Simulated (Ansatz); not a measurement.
A run of Ansatz 0.2.0:

Contents of input.yaml:

```yaml
crystal:
  lattice:
    - [4.0919516368, 0.0, 0.0]
    - [-2.0459758184, 3.5437340685, 0.0]
    - [0.0, 0.0, 4.9927787]
  atoms:
    - { symbol: Cu, position: [0.6666666667, 0.3333333333, 0.16048787] }
    - { symbol: Cu, position: [0.3333333333, 0.6666666667, 0.83951213] }
    - { symbol: Al, position: [0.6666666667, 0.3333333333, 0.65007465] }
    - { symbol: Al, position: [0.3333333333, 0.6666666667, 0.34992535] }
    - { symbol: Al, position: [0.0, 0.0, 0.0] }
hamiltonian:
  xc: pbesol
  pseudopotentials: { kind: paw }
kpoints:
  mp_grid: { grid: [8, 8, 6] }
scf:
  occupations: { method: fermi_dirac, width: 0.05 }
output:
  forces: true
  stress: true
  eigenvalues: true
relax:
  f_tol: 0.01
  max_steps: 40
  cell: { stress_tol: 0.05, p_target: 20.0 }
```

Potentials or basis: Ansatz PAW.

The run is started by

```bash
$ ansatz run input.yaml --threads 2 --pin off --max-ram 5632MiB --backend cpu --events-out ev --progress --plain --runs-dir out
```

Hardware: 2 threads of Arm Neoverse V2, with other jobs on the host.

Q: Estimate the wall time of this run.

A: Wall time 23 s on 2 threads of Arm Neoverse V2, with other jobs on the host, peak memory 0.4 GiB. Counts: scf iterations 51, plane waves 1263, k points 50, bands 29, ion steps 8.
